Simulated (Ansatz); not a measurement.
**Li: distorted cells**

These are results of DFT PBE, scalar-relativistic, plane waves, PAW in Ansatz, not measurements.

Plane waves to 420 eV, a k mesh through Γ of 14×14×14 on the computed 1-atom cell and Gaussian smearing (0.10 eV); no spin polarisation.

Reference cell:

```
CELL_PARAMETERS angstrom
0.00000 2.20200 2.20200
2.20200 0.00000 2.20200
2.20200 2.20200 0.00000
ATOMIC_POSITIONS crystal
Li 0.00000 0.00000 0.00000
```

Each variant moves atoms of this cell by the vectors given, if any (Å), and then applies a symmetric strain (tensor components, Cartesian axes). The reference cell isn't relaxed at this level. Energies are per atom at zero smearing, counted from the lowest variant. Pressure is positive in compression.

1. strain (xx yy zz yz xz xy, %) -0.84 -0.04 -0.74 -0.05 0.28 -0.16
2. strain (xx yy zz yz xz xy, %) -0.67 -3.30 -0.56 -3.00 0.73 -0.26
3. strain (xx yy zz yz xz xy, %) 4.92 4.18 5.61 0.00 0.00 -2.00

```csv
result,ΔE (meV/atom),P (GPa)
A,2.5,-0.12
B,31.9,-1.98
C,0.0,-0.52
```

Which variant gave which result?

A is 2, B is 3, C is 1. The pressure falls as the cell grows: from the smallest volume to the largest the variants are 2, 1, 3.

This fcc form isn't the element's structure at ambient conditions.